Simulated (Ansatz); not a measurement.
ZnTe, response to strain

The parent structure is ZnTe in the zinc blende structure (space group F-43m, No. 216; a = 6.0657 Å). Axes: x, y, z lie along the cube axes.

Strains are applied to the cell and any free atomic positions relax; under biaxial strain the out-of-plane vector relaxes too.

Method: PBEsol (Ansatz, a program for electronic structure; PAW; 420 eV plane waves; no SOC).

Notes on the quantities. energy relative to the base: free energy F; pressure: mean of the normal stresses, compression positive.

| case | space group | band gap | electron mass | energy relative to the base | pressure |
|---|---|---|---|---|---|
| base | F-43m (No. 216) | 1.24 eV | 0.083 mₑ (at Γ) | 0 meV/atom | 0.00 GPa |
| biaxial strain +1.06 %, plane normal [001], relaxed out of plane | I-4m2 (No. 119) | 1.14 eV | 0.081 mₑ (at Γ) | +1.3 meV/atom | -0.45 GPa |
| biaxial strain −2.08 %, plane normal [110], relaxed out of plane | Imm2 (No. 44) | 1.24 eV | – | ? | 1.37 GPa |
| biaxial strain −2.46 %, plane normal [111], relaxed out of plane | R3m (No. 160) | 1.26 eV | 0.079 mₑ out of plane, 0.096 mₑ in plane (at Γ) | +12 meV/atom | 1.85 GPa |
| biaxial strain −2.35 %, plane normal [111], relaxed out of plane | R3m (No. 160) | 1.26 eV | 0.080 mₑ out of plane, 0.096 mₑ in plane (at Γ) | +11 meV/atom | 1.78 GPa |
| isotropic strain −2.62 % | F-43m (No. 216) | 1.63 eV | 0.099 mₑ (at Γ) | +30 meV/atom | ? |
| isotropic strain +0.78 % | F-43m (No. 216) | 1.13 eV | 0.078 mₑ (at Γ) | +2.3 meV/atom | -1.11 GPa |
| uniaxial strain ε_xx = −2.72 % | I-4m2 (No. 119) | 1.30 eV | 0.089 mₑ (at Γ) | +4.7 meV/atom | 1.47 GPa |
| uniaxial strain ε_zz = −2.75 % | I-4m2 (No. 119) | 1.30 eV | 0.089 mₑ (at Γ) | ? | 1.49 GPa |
| tensor shear ε_yz = +0.73 % | Imm2 (No. 44) | 1.19 eV | – | +0.6 meV/atom | 0.01 GPa |

Question: Complete the table.

Answer: 
- biaxial strain −2.08 %, plane normal [110], relaxed out of plane, energy relative to the base: +7.4 meV/atom
- isotropic strain −2.62 %, pressure: 4.83 GPa
- uniaxial strain ε_zz = −2.75 %, energy relative to the base: +4.8 meV/atom

Spin-orbit coupling, missing from the scalar runs, can matter with Te. Effective masses come from finite differences of ±0.01 Å⁻¹. Stability against distortions was not tested.
